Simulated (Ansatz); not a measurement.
What strain does to BN (wurtzite)

Wurtzite BN, relaxed with r2SCAN in Ansatz 0.2.0. The symmetry is P6_3mc (No. 186, hexagonal); conventional cell a = 2.544 Å, c = 4.208 Å, 5.90 Å³ an atom. B is surrounded by 4 N at 1.56–1.58 Å; N is surrounded by 4 B at 1.56–1.58 Å.

The axes x, y and z are those of this cell:
```
B N
1.0
     2.54395    0.00000    0.00000
    -1.27198    2.20313    0.00000
     0.00000    0.00000    4.20782
B N
2 2
Direct
  0.33333 0.66667 0.00020
  0.66667 0.33333 0.50020
  0.33333 0.66667 0.37480
  0.66667 0.33333 0.87480
```

Unstrained: PBE gives an indirect gap of 5.207 eV, from Γ to K; the least direct gap is 8.298 eV at Γ–M (0.20 of the way from Γ). With r2SCAN the valence top lies at Γ and the conduction bottom at K, 5.752 eV higher; the smallest vertical gap, at Γ–M (0.20 of the way from Γ), is 9.001 eV. The HSE06 gap is indirect, 6.530 eV (Γ to K), below the direct gap of 9.956 eV at Γ–M (0.22 of the way from Γ). Meshes: PBE 12×12×6, r2SCAN 12×12×6, HSE06 9×9×4. Strains are changes of length per length, and xy shears are angles. After each strain the atoms were relaxed again with r2SCAN within the symmetry that the strain leaves, so tilts or polar shifts that break it weren't tested; points keep the names that they have in the unstrained zone. The values are computed, spin-unpolarised, and not measurements.

Changes of the least gap in eV (an overlap counts as a negative gap):

| strain | volume change (%) | space group | PBE | r2SCAN | HSE06 | energy rise, r2SCAN (meV/atom) |
| --- | --- | --- | --- | --- | --- | --- |
| xy shear, engineering strain (angle) -3.0 % | 0.0 | P2_1 | -0.116 | -0.117 | -0.111 | 7.0 |
| epitaxial -1.0 % in the xy plane, free normal strain +0.11 % | -1.9 | P6_3mc | -0.083 | -0.080 | -0.080 | 4.2 |
| epitaxial +4.0 % in the xy plane, free normal strain -0.43 % | +7.7 | P6_3mc | +0.203 | +0.194 | +0.187 | 58.7 |
| isotropic +4.0 % on every length | +12.5 | P6_3mc | +0.212 | +0.185 | +0.196 | 93.4 |

Xy shear, engineering strain (angle) -3.0 %. HSE06: the gap goes from 6.530 to 6.419 eV (-0.111 eV); the edges go from Γ → K to Γ → (1/3, 0.328, 0); with r2SCAN the top three valence levels at Γ, grouped 2+1 from the top over 271 meV, become 1+1+1 over 387 meV. Stress change with r2SCAN, compression positive: xx +0.18, yy +0.61, zz -0.05, xy +12.62 GPa.

Epitaxial -1.0 % in the xy plane, free normal strain +0.11 %. HSE06: the gap goes from 6.530 to 6.450 eV (-0.080 eV); with r2SCAN the top three valence levels at Γ, grouped 2+1 from the top over 271 meV, become 2+1 over 334 meV. Stress change with r2SCAN, compression positive: xx +11.58, yy +11.58, zz +0.01 GPa.

Epitaxial +4.0 % in the xy plane, free normal strain -0.43 %. HSE06: the gap goes from 6.530 to 6.717 eV (+0.187 eV); with r2SCAN the top three valence levels at Γ, grouped 2+1 from the top over 271 meV, become 2+1 over 200 meV. Stress change with r2SCAN, compression positive: xx -36.53, yy -36.53, zz +0.02 GPa.

Isotropic +4.0 % on every length. HSE06: the gap goes from 6.530 to 6.726 eV (+0.196 eV); with r2SCAN the top three valence levels at Γ, grouped 2+1 from the top over 271 meV, become 2+1 over 164 meV. Stress change with r2SCAN, compression positive: xx -37.12, yy -37.12, zz -36.95 GPa. For HSE06, dE_g/d ln V = 1.7 eV over this step.

Where an edge lies off the special points, it is a point of the mesh or the k point where a search put PBE's edge or least direct gap, reused for the other functionals, whose own edges may lie a little apart.

The meshes of the hybrids are coarse, so their gaps aren't converged to the digits shown.

The splittings at Γ are without spin-orbit coupling, which regroups them where it is of like size or larger.
